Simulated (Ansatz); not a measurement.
**TiO2: single point with PBEsol**

The system is TiO2.

```
CELL_PARAMETERS angstrom
4.59984 0.00000 0.00000
0.00000 4.59984 0.00000
0.00000 0.00000 2.95921
ATOMIC_POSITIONS crystal
Ti 0.99285 0.00757 0.49742
Ti 0.49187 0.51062 0.99653
O 0.30654 0.30354 0.49639
O 0.18927 0.80785 0.00486
O 0.79551 0.19416 0.00703
O 0.69910 0.70567 0.50990
```

The cell is a database's computed one.

The cell isn't the ideal one: atoms moved at random, drawn with an rms of 0.05 Å.

```yaml
Program: Ansatz 0.2.0
Task: single point
Functional: PBEsol
Potentials_or_basis: all-electron LAPW, scalar-relativistic
Cutoff: 424 eV (chosen from the basis error)
Basis_error_allowed: 0.001 eV/atom
k_mesh: 6 × 6 × 9
Occupations: fermi-dirac, width 0.05 eV
Spin: no spin polarisation
```

The pressure is -2.9 GPa, the largest force is 0.879 eV/Å and the band gap on the k mesh is 1.75 eV, indirect (least direct gap 1.78 eV). The loewdin charges are Ti +1.37, +1.38; O -0.65 e.

Forces in eV/Å, atoms in the order of the input:
```
Ti  -0.052  0.088 -0.001
Ti   0.038 -0.086 -0.038
O    0.111  0.495  0.250
O    0.306 -0.180  0.004
O    0.196  0.312 -0.078
O   -0.599 -0.629 -0.138
```

Stress tensor (GPa, compression positive):
```
-2.19  0.16 -0.28
 0.16 -2.34 -0.52
-0.28 -0.52 -4.23
```

Levels at points of the mesh, in eV from the valence-band top:
```
             k point  band 33  band 34  band 35  band 36  band 37  band 38  band 39  band 40
  (0.00, 0.00, 0.00)    -0.75    -0.52    -0.50     0.00     1.78     2.06     2.35     2.44
 (0.00, -0.50, 0.00)    -1.73    -1.67    -0.78    -0.74     2.34     2.51     2.95     3.09
 (-0.50, 0.00, 0.00)    -1.80    -1.59    -0.82    -0.71     2.35     2.51     2.91     3.13
(-0.50, -0.50, 0.00)    -1.38    -1.33    -1.16    -1.12     1.75     1.91     2.45     2.52
```

It took 81 s on 4 threads of Intel(R) Xeon(R) 6975P-C (Granite Rapids), on a shared host, peak memory 1.4 GiB.

Caveat: an odd mesh through Γ misses points on the zone boundary, where band edges often lie.
